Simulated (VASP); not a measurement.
A run of VASP 6.6.1:

Contents of POSCAR:

```
CdS
1.0
    4.2611695877      0.0000000000      0.0000000000
   -2.1305847939      3.6902811128      0.0000000000
    0.0000000000      0.0000000000      5.8041729400
Cd S
1 1
Direct
    0.0000000000      0.0000000000      0.4426919200
    0.6666666667      0.3333333333      0.4343080800
```

The input INCAR.step1:

```
SYSTEM = CdS
PREC     = Accurate       ! precision mode
ENCUT    = 520            ! plane-wave cutoff, eV
EDIFF    = 1E-5           ! SCF threshold, eV
ISMEAR   = 0              ! smearing method
SIGMA    = 0.02           ! smearing width, eV
LREAL    = .FALSE.        ! projectors in reciprocal space
LASPH    = .TRUE.         ! aspherical terms in the spheres
NELM     = 60             ! most SCF steps
ALGO     = Normal         ! electronic algorithm
ISIF     = 2              ! what is computed and relaxed
LWAVE    = .TRUE.         ! write WAVECAR
LCHARG   = .FALSE.        ! write CHGCAR
GGA      = PE             ! functional
```

File INCAR.step2:

```
SYSTEM = CdS
PREC     = Accurate       ! precision mode
ENCUT    = 520            ! plane-wave cutoff, eV
EDIFF    = 1E-7           ! SCF threshold, eV
ISMEAR   = 0              ! smearing method
SIGMA    = 0.02           ! smearing width, eV
LREAL    = .FALSE.        ! projectors in reciprocal space
LASPH    = .TRUE.         ! aspherical terms in the spheres
NELM     = 60             ! most SCF steps
ALGO     = Normal         ! electronic algorithm
ISIF     = 2              ! what is computed and relaxed
LWAVE    = .FALSE.        ! write WAVECAR
LCHARG   = .FALSE.        ! write CHGCAR
GGA      = PE             ! functional
LHFCALC  = .TRUE.         ! exact exchange
HFSCREEN = 0.2            ! screening, 1/A
PRECFOCK = Fast         
ISTART   = 1
```

KPOINTS

```
Automatic mesh
0
G
  4 4 2
  0 0 0
```

Potentials or basis: VASP PAW PBE potentials, release 64 (Cd, S).

Launch:

```bash
$ cat potpaw_PBE.64/Cd/POTCAR potpaw_PBE.64/S/POTCAR > POTCAR
$ cp INCAR.step1 INCAR
$ mpirun -np 1 vasp_std > vasp.out
$ cp INCAR.step2 INCAR
$ mpirun -np 1 vasp_std > vasp.out
```

Hardware: 1 thread of Intel(R) Xeon(R) 6975P-C (Granite Rapids), on a shared host.

Problem. How long does it take, and how much memory?

Solution. Run time: 68 s on 1 thread of Intel(R) Xeon(R) 6975P-C (Granite Rapids), with other jobs on the host, peak memory 0.31 GiB. Counts: scf iterations 14, k points 8.
